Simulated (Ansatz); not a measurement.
The calculation used DFT PBE, scalar-relativistic, plane waves, PAW (Ansatz 0.2.0). The final run on the 2-atom cell used 420 eV, a Γ-centred 6×6×6 mesh, 0.02 eV smearing and no spin polarisation.

The zero of energy is the elements' standard structures at the same level; no fitted shifts are applied.

Problem. Find a candidate cubic semiconductor with formula BaTe, with a gap near 0.9 eV, a formation energy near −1.65 eV/atom and about 38 Å³ per atom, in a cell of 2 atoms.

Solution. BaTe, space group Pm-3m (No. 221). Ba is surrounded by 8 Te at 3.68 Å and 6 Ba at 4.24 Å; Te is surrounded by 8 Ba at 3.68 Å and 6 Te at 4.24 Å.

```
Ba Te
1.0
     4.24416    0.00000    0.00000
     0.00000    4.24416    0.00000
     0.00000    0.00000    4.24416
Ba Te
1 1
Direct
  0.50000 0.50000 0.50000
  0.00000 0.00000 0.00000
```

The volume per atom is 38.22 Å³ and the density is 5.75 g/cm³. The energy over the elements is −1.655 eV/atom. The gap on the 6×6×6 mesh of the 2-atom cell is 0.86 eV.

The cell was found from a structure generator's guess, not taken from experiment. Other answers may fit too; this one was computed.

Spin–orbit coupling, which can matter for Te, is left out. Kohn–Sham gaps at this level usually fall short of measured ones. The missing spin–orbit coupling can work the other way here. The reference form of Te is held partly by dispersion forces, which this level lacks. Symmetry constrained the relaxation, so the result can be a saddle point.
